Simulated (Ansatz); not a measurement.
**InSb with two functionals, Sb → Ga**

The reference is InSb in the zinc blende structure (space group F-43m, No. 216; a = 6.635 Å).

(Cell as relaxed with PBE.)

Levels (all Ansatz, a quantum-chemistry and plane-wave program, PAW): PBE (420 eV, no SOC); r2SCAN (500 eV, no SOC).

Each level relaxes its own structure.

```json
[
 {"base": "volume per atom", "PBE": "36.51 Å³", "r2SCAN": "35.22 Å³"},
 {"base": "lattice parameter a", "PBE": "663.5 pm", "r2SCAN": "655.6 pm"},
 {"base": "band gap", "PBE": "zero", "r2SCAN": "zero"}
]
```

It is then changed as follows: Ga takes the place of Sb on all its sites; the structure is relaxed again.

```json
[
 {"quantity": "shortest interatomic distance", "PBE": "273.5 pm", "r2SCAN": "(withheld)"},
 {"quantity": "band gap", "PBE": "zero", "r2SCAN": "(withheld)"}
]
```

**Question.** What does r2SCAN give?

**Answer.** 
- shortest interatomic distance, r2SCAN: 268.8 pm
- band gap, r2SCAN: zero

PBE's shortest interatomic distance lies 4.78 pm above r2SCAN's (1.8 %); the two agree on the band gap. Neither level is exact; r2SCAN is the comparison here, not a measurement.

Spin-orbit coupling, missing from the scalar runs, can matter with Sb. Whether these cells are dynamically stable was not tested. As relaxed here, InGa is a hypothetical phase, not in the database extracts checked. All final runs are without spin polarisation. Gaps under 0.05 eV, about the width of the smearing, are given as zero. A zero or small gap of InSb can be the functional's error rather than a property of the material.
